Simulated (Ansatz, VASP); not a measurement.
## Two plane-wave programs on Se

```
Se
1.0
     2.64484    0.00000    0.00000
     0.00000    2.64484    0.00000
     0.00000    0.00000    3.17381
Se
1
Direct
  0.00000 0.00000 0.00000
```

Alike in both runs: task single point; functional PBE; dispersion D3(BJ); k mesh 18 × 18 × 18; occupations gaussian, width 0.15 eV; no spin polarisation.

|  | VASP | Ansatz |
| --- | --- | --- |
| version | VASP 6.6.1 | Ansatz 0.2.0 |
| potentials or method | VASP PAW PBE potentials, release 64 (Se) | scalar-relativistic, plane waves, PAW |
| plane-wave cutoff (eV) | 520 | 420 |
| valence electrons in the cell | 6 | 16 |

|  | VASP | Ansatz | Ansatz less VASP |
| --- | --- | --- | --- |
| gap on the k mesh at the Fermi level (eV) | none | none | - |
| pressure (GPa) | 1.8 | 1.7 | -0.05 |
| largest component of the traceless stress (GPa) | 2.96 | 2.95 | -0.006 |

A gap of «none» marks a metal or a gap that the smearing closes. The two sets of potentials don't hold the same shells in valence.

Caveats: pairwise dispersion overbinds metals, which lowers pressure and volume.
